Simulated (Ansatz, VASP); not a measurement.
## Mg in VASP and in Ansatz

```
Mg
1.0
     3.19473    0.00000    0.00000
    -1.59737    2.76672    0.00000
     0.00000    0.00000    5.19006
Mg
2
Cartesian
  0.0000 1.8445 1.2975
  1.5974 0.9222 3.8925
```

Alike in both runs: functional PBE; k mesh 21 × 21 × 12; occupations methfessel-paxton of order 1, width 0.1 eV; no spin polarisation.

Ansatz relaxed the structure, and its values are those at the end. VASP's run is a single point on that final structure, the one shown.

|  | VASP | Ansatz |
| --- | --- | --- |
| version | VASP 6.6.1 | Ansatz 0.2.0 |
| potentials or method | VASP PAW PBE potentials, release 64 (Mg) | scalar-relativistic, plane waves, PAW |
| plane-wave cutoff (eV) | 520 | 420 |
| valence electrons in the cell | 4 | 20 |

|  | VASP | Ansatz | Ansatz less VASP |
| --- | --- | --- | --- |
| gap on the k mesh at the Fermi level (eV) | none | none | - |
| pressure (GPa) | -0.1 | 0.0 | +0.13 |

A gap of «none» marks a metal or a gap that the smearing closes. The functional is the same, so the differences come from potentials, cutoffs and numerics. The two sets of potentials don't hold the same shells in valence.
